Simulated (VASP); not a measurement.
# CdS (P3m1) in VASP: further runs

One crystal, CdS, is run at these levels: LDA; tasks: single point.

Everything below comes from runs of VASP 6.6.1. Logs are shortened: lines on timing, memory, paths and dates and some standing lists are left out, and cuts for length are marked.

### 1 The crystal as given

It takes space group P3m1 (No. 156, trigonal). Conventional cell: a = 4.261 Å, b = 4.261 Å, c = 5.804 Å, α = 90.00°, β = 90.00°, γ = 120.00°. Cd (site symmetry 3m) has 3 S at 2.46 Å as nearest neighbours. S (site symmetry 3m) has 3 Cd at 2.46 Å as nearest neighbours.

Measurements of this composition are mostly on another form, of space group No. 186.

### 2 Single point, LDA, spin-orbit coupling, no magnetisation

INCAR

```
SYSTEM = CdS
ALGO = Normal ; EDIFF = 1E-7
ENCUT = 650 ; GGA = CA
GGA_COMPAT = .FALSE. ; ISIF = 2
ISMEAR = 0 ; LASPH = .TRUE.
LCHARG = .FALSE. ; LNONCOLLINEAR = .TRUE.
LORBIT = 11 ; LREAL = .FALSE.
LSORBIT = .TRUE. ; LWAVE = .FALSE.
MAGMOM = 0 0 0 0 0 0 ; NBANDS = 34
NELM = 100 ; PREC = Accurate
SIGMA = 0.02
```

KPOINTS

```
k-points
0
G
  5 5 4
  0 0 0
```

POSCAR

```
CdS
1.0
    4.2611695877      0.0000000000      0.0000000000
   -2.1305847939      3.6902811128      0.0000000000
    0.0000000000      0.0000000000      5.8041729400
Cd S
1 1
Direct
    0.0000000000      0.0000000000      0.4426919200
    0.6666666667      0.3333333333      0.4343080800
```

Potentials or basis: VASP PAW LDA potentials, release 64 (Cd, S).

The run is started by

```bash
$ cat potpaw_LDA.64/Cd/POTCAR potpaw_LDA.64/S/POTCAR > POTCAR
$ mpirun -np 1 vasp_ncl > vasp.out
```

OUTCAR:

```text
SYSTEM = CdS
   EDIFF = 1E-7
   ENCUT = 650
   GGA = CA
   ISIF = 2
   ISMEAR = 0
   LASPH = .TRUE.
   LNONCOLLINEAR = .TRUE.
   LORBIT = 11
   LREAL = .FALSE.
   LSORBIT = .TRUE.
   NELM = 100
   PREC = Accurate

 Found     28 irreducible k-points:

 Following reciprocal coordinates:
            Coordinates               Weight
  0.000000  0.000000  0.000000      1.000000
  0.200000 -0.000000  0.000000      3.000000
 -0.200000  0.000000  0.000000      3.000000
  0.400000 -0.000000  0.000000      3.000000
 -0.400000  0.000000  0.000000      3.000000
  0.200000  0.200000  0.000000      6.000000
   k-points           NKPTS =     28   k-points in BZ     NKDIM =     28   number of bands    NBANDS=     34
   number of dos      NEDOS =    301   number of ions     NIONS =      2
   total plane-waves  NPLWV =  62208
   dimension x,y,z NGX =    36 NGY =   36 NGZ =   48
   dimension x,y,z NGXF=    72 NGYF=   72 NGZF=   96
   ions per type =               1   1
   NGX,Y,Z   is equivalent  to a cutoff of  14.05, 14.05, 13.75 a.u.
   NGXF,Y,Z  is equivalent  to a cutoff of  28.09, 28.09, 27.50 a.u.
 SYSTEM =  CdS
   PREC   = accura    normal or accurate (medium, high low for compatibility)
   ISTART =      0    job   : 0-new  1-cont  2-samecut
   ICHARG =      2    charge: 1-file 2-atom 10-const
   ISPIN  =      1    spin polarized calculation?
   LNONCOLLINEAR =      T non collinear calculations
   LSORBIT =      T    spin-orbit coupling
   LASPH  =      T    aspherical Exc in radial PAW
   ENCUT  =  650.0 eV  47.77 Ry    6.91 a.u.   8.86  8.86 12.07*2*pi/ulx,y,z
   NELM   =    100;   NELMIN=  2; NELMDL= -5     # of ELM steps
   EDIFF  = 0.1E-06   stopping-criterion for ELM
   LREAL  =      F    real-space projection
   EDIFFG = 0.1E-05   stopping-criterion for IOM
   NSW    =      0    number of steps for IOM
   IBRION =     -1    ionic relax: 0-MD 1-quasi-New 2-CG
   NFREE  =      0    steps in history (QN), initial steepest desc. (CG)
   ISIF   =      2    stress and relaxation
   ISYM   =      2    0-nonsym 1-usesym 2-fastsym
   POTIM  = 0.5000    time-step for ionic-motion
   TEBEG  =    0.0;   TEEND  =   0.0 temperature during run
   PSTRESS=    0.0 pullay stress
   NELECT =      18.0000    total number of electrons
   NUPDOWN=      -1.0000    fix difference up-down
   EMIN   =  10.00;   EMAX   =-10.00  energy-range for DOS
   EFERMI =   0.00;   METHOD = LEGACY
   ISMEAR =     0;   SIGMA  =   0.02  broadening in eV -4-tet -1-fermi 0-gaus
   EFERMI_NEDOS =   21; number of points for ismear=-14 and -15
   IALGO  =     38    algorithm
   IMIX   =      4    mixing-type and parameters
     AMIX     =   0.40;   BMIX     =  1.00
     AMIX_MAG =   1.60;   BMIX_MAG =  1.00
  volume/ion in A,a.u.               =      45.64       307.96
  Fermi-wavevector in a.u.,A,eV,Ry     =   0.952919  1.800756 12.354841  0.908055
  Thomas-Fermi vector in A             =   2.081527
   LORBIT       =     11    0 simple, 1 ext, 2 COOP (PROOUT), +10 PAW based schemes
   GGA     = CA    functional components
   LHFCALC =     F    Hartree Fock is set to
   AEXX    =    0.0000 exact exchange contribution
   IVDW    =     0    specifies the selected vdW correction
   LEPSILON=     F    determine dielectric tensor
   LRPA    =     F    only Hartree local field effects (RPA)
 Gauss-broadening in eV      SIGMA  =   0.02
  energy-cutoff  :      650.00
  volume of cell :       91.27
 maximum number of plane-waves:      6924
   NGX = 17   NGY = 17   NGZ = 25

 number of electron      18.0000000 magnetization       0.0000000      0.0000000      0.0000000

 number of electron      17.9999999 magnetization      -0.0000000      0.0000000      0.0000000

 number of electron      17.9999999 magnetization      -0.0000000      0.0000000     -0.0000000

 Free energy of the ion-electron system (eV)
  ---------------------------------------------------
  ext. energy  EPLUGINS =         0.00000000
  ---------------------------------------------------
  free energy    TOTEN  =        -6.61990553 eV

  energy without entropy =       -6.61990553  energy(sigma->0) =       -6.61990553

 E-fermi :  -2.2756     XC(G=0):  -6.5375

 val. band max:       -2.3586021498   @ k =   0.0000   0.0000   0.5000
 cond. band min:      -1.0865081196   @ k =   0.0000   0.0000   0.0000
 fundamental gap:      1.2720940302
 Fermi energy:        -2.2756217780

 k-point     1 :       0.0000    0.0000    0.0000
  band No.  band energies     occupation
      1     -13.9327      1.00000
      2     -13.9327      1.00000
      3     -10.3652      1.00000
      4     -10.3652      1.00000
      5      -9.8653      1.00000
      6      -9.8653      1.00000
[... 22 lines left out ...]
     29       8.3492      0.00000
     30       8.3492      0.00000

 k-point     2 :       0.2000   -0.0000    0.0000
  band No.  band energies     occupation
      1     -13.8143      1.00000
      2     -13.8138      1.00000
      3     -10.2858      1.00000
      4     -10.2842      1.00000
      5      -9.9459      1.00000
      6      -9.9181      1.00000
[... 22 lines left out ...]
     29       8.9490      0.00000
     30       8.9498      0.00000

 k-point     3 :      -0.2000    0.0000    0.0000
  band No.  band energies     occupation
      1     -13.8143      1.00000
      2     -13.8138      1.00000
      3     -10.2858      1.00000
      4     -10.2842      1.00000
      5      -9.9459      1.00000
      6      -9.9181      1.00000
[... 22 lines left out ...]
     29       8.9490      0.00000
     30       8.9498      0.00000

 k-point     4 :       0.4000   -0.0000    0.0000
  band No.  band energies     occupation
      1     -13.6206      1.00000
      2     -13.6203      1.00000
      3     -10.1160      1.00000
      4     -10.1066      1.00000
      5      -9.9670      1.00000
      6      -9.9439      1.00000
[... 22 lines left out ...]
     29       7.6725      0.00000
     30       7.6746      0.00000

 k-point     5 :      -0.4000    0.0000    0.0000
  band No.  band energies     occupation
      1     -13.6206      1.00000
      2     -13.6203      1.00000
      3     -10.1160      1.00000
      4     -10.1066      1.00000
      5      -9.9670      1.00000
      6      -9.9439      1.00000
[... 22 lines left out ...]
     29       7.6725      0.00000
     30       7.6746      0.00000

 k-point     6 :       0.2000    0.2000    0.0000
  band No.  band energies     occupation
      1     -13.6636      1.00000
      2     -13.6514      1.00000
      3     -10.2097      1.00000
      4     -10.1353      1.00000
      5     -10.0002      1.00000
      6      -9.8462      1.00000
[... 22 lines left out ...]
     29       7.0160      0.00000
     30       7.0331      0.00000

 [... further k-points ...]

 [bands above 30 left out]

------------------------ aborting loop because EDIFF is reached ----------------------------------------

  FORCE on cell =-STRESS in cart. coord.  units (eV):
  Direction    XX          YY          ZZ          XY          YZ          ZX
  --------------------------------------------------------------------------------------
  -------------------------------------------------------------------------------------
  Total       -1.9299992     -1.9299992     -0.0676987      0.0000000      0.0000000      0.0000000
  in kB      -33.8796641    -33.8796641     -1.1883994      0.0000000      0.0000000      0.0000000
  external PRESSURE =     -22.9825758 kB  Pullay stress =       0.0000000 kB

 VOLUME and BASIS-vectors are now :
 -----------------------------------------------------------------------------
  energy-cutoff  :      650.00
  volume of cell :       91.27
      direct lattice vectors                 reciprocal lattice vectors
     4.261169588  0.000000000  0.000000000     0.234677353  0.135491033  0.000000000
    -2.130584794  3.690281113  0.000000000     0.000000000  0.270982066  0.000000000
     0.000000000  0.000000000  5.804172940     0.000000000  0.000000000  0.172289835

 POSITION                                       TOTAL-FORCE (eV/Angst)
 -----------------------------------------------------------------------------------
      0.00000      0.00000      2.56946         0.000000     -0.000000     -0.022648
      2.13058      1.23009      2.52080        -0.000000      0.000000      0.022648
 -----------------------------------------------------------------------------------
    total drift:                                0.000000     -0.000000      0.000075

  FREE ENERGIE OF THE ION-ELECTRON SYSTEM (eV)
  ---------------------------------------------------
  free  energy   TOTEN  =        -6.6199055310 eV

  energy  without entropy=       -6.6199055310  energy(sigma->0) =       -6.61990553

 Spin-Orbit-Coupling matrix elements

 Ion:    1  E_soc:     -0.0594985
 l=   1
     0.0000000    -0.0023479    -0.0030740
    -0.0023479     0.0000000    -0.0023479
    -0.0030740    -0.0023479     0.0000000
 l=   2
     0.0000000    -0.0014581     0.0000000    -0.0014581    -0.0059878
    -0.0014581     0.0000000    -0.0043683    -0.0014227    -0.0014581
     0.0000000    -0.0043683     0.0000000    -0.0043683     0.0000000
    -0.0014581    -0.0014227    -0.0043683     0.0000000    -0.0014581
    -0.0059878    -0.0014581     0.0000000    -0.0014581     0.0000000
 l=   3
     0.0000000     0.0000000     0.0000000     0.0000000     0.0000000     0.0000000     0.0000000
     0.0000000     0.0000000     0.0000000     0.0000000     0.0000000     0.0000000     0.0000000
     0.0000000     0.0000000     0.0000000     0.0000000     0.0000000     0.0000000     0.0000000
     0.0000000     0.0000000     0.0000000     0.0000000     0.0000000     0.0000000     0.0000000
     0.0000000     0.0000000     0.0000000     0.0000000     0.0000000     0.0000000     0.0000000
     0.0000000     0.0000000     0.0000000     0.0000000     0.0000000     0.0000000     0.0000000
     0.0000000     0.0000000     0.0000000     0.0000000     0.0000000     0.0000000     0.0000000

 Ion:    2  E_soc:     -0.0023271
 l=   1
     0.0000000    -0.0004065    -0.0003505
    -0.0004065     0.0000000    -0.0004065
    -0.0003505    -0.0004065     0.0000000
 l=   2
     0.0000000     0.0000000     0.0000000     0.0000000     0.0000000
     0.0000000     0.0000000     0.0000000     0.0000000     0.0000000
     0.0000000     0.0000000     0.0000000     0.0000000     0.0000000
     0.0000000     0.0000000     0.0000000     0.0000000     0.0000000
     0.0000000     0.0000000     0.0000000     0.0000000     0.0000000
 l=   3
     0.0000000     0.0000000     0.0000000     0.0000000     0.0000000     0.0000000     0.0000000
     0.0000000     0.0000000     0.0000000     0.0000000     0.0000000     0.0000000     0.0000000
     0.0000000     0.0000000     0.0000000     0.0000000     0.0000000     0.0000000     0.0000000
     0.0000000     0.0000000     0.0000000     0.0000000     0.0000000     0.0000000     0.0000000
     0.0000000     0.0000000     0.0000000     0.0000000     0.0000000     0.0000000     0.0000000
     0.0000000     0.0000000     0.0000000     0.0000000     0.0000000     0.0000000     0.0000000
     0.0000000     0.0000000     0.0000000     0.0000000     0.0000000     0.0000000     0.0000000

 total charge

# of ion       s       p       d       tot
------------------------------------------
    1        0.462   0.299   9.545  10.307
    2        1.315   2.370   0.000   3.685
--------------------------------------------------
tot          1.777   2.669   9.545  13.992

 magnetization (x)

# of ion       s       p       d       tot
------------------------------------------
    1        0.000   0.000   0.000   0.000
    2       -0.000  -0.000   0.000  -0.000
--------------------------------------------------
tot         -0.000  -0.000   0.000  -0.000

 magnetization (y)

# of ion       s       p       d       tot
------------------------------------------
    1        0.000   0.000   0.000   0.000
    2        0.000  -0.000   0.000  -0.000
--------------------------------------------------
tot          0.000  -0.000   0.000  -0.000

 magnetization (z)

# of ion       s       p       d       tot
------------------------------------------
    1        0.000   0.000   0.000   0.000
    2        0.000   0.000   0.000   0.000
--------------------------------------------------
tot          0.000   0.000   0.000   0.000
```

Wall time 4.1 min (1 thread of Intel Xeon Platinum 8259CL at 2.50GHz (Skylake/Cascade Lake), shared host); peak memory 0.46 GiB.

These settings aren't checked as converged: the numbers below hold their error.

What came out:

| Item | Value |
| --- | --- |
| Free energy | -6.6199 eV |
| Pressure | -2.3 GPa |
| Largest force | 0.023 eV/Å |
| Valence electrons inside the program's atomic spheres | Cd 10.31; S 3.69 |

### 3 Single point, LDA, spin-orbit coupling, no magnetisation

Edit INCAR of step 2 so:

```diff
@@ -2,3 +2,3 @@
 ALGO = Normal ; EDIFF = 1E-7
-ENCUT = 650 ; GGA = CA
+ENCUT = 340 ; GGA = CA
 GGA_COMPAT = .FALSE. ; ISIF = 2
```

KPOINTS

```
k-points
0
G
  8 8 5
  0 0 0
```

POSCAR is that of step 2.

Potentials or basis: VASP PAW LDA potentials, release 64 (Cd, S).

The run is started by

```bash
$ cat potpaw_LDA.64/Cd/POTCAR potpaw_LDA.64/S/POTCAR > POTCAR
$ mpirun -np 1 vasp_ncl > vasp.out
```

Wall time 4.9 min (1 thread of Intel Xeon Platinum 8259CL at 2.50GHz (Skylake/Cascade Lake), shared host); peak memory 0.34 GiB.

These settings aren't checked as converged: the numbers below hold their error.

Results:

```yaml
Free_energy: -6.6273 eV
Pressure: -2.5 GPa
Largest_force: 0.023 eV/Å
Valence_electrons_inside_the_program's_atomic_spheres: Cd 10.29; S 3.68
```

Caveat: the cutoff is under 1.25 times the usual one of these potentials, so pressure, stress and relaxed cells hold a basis-set (Pulay) error.
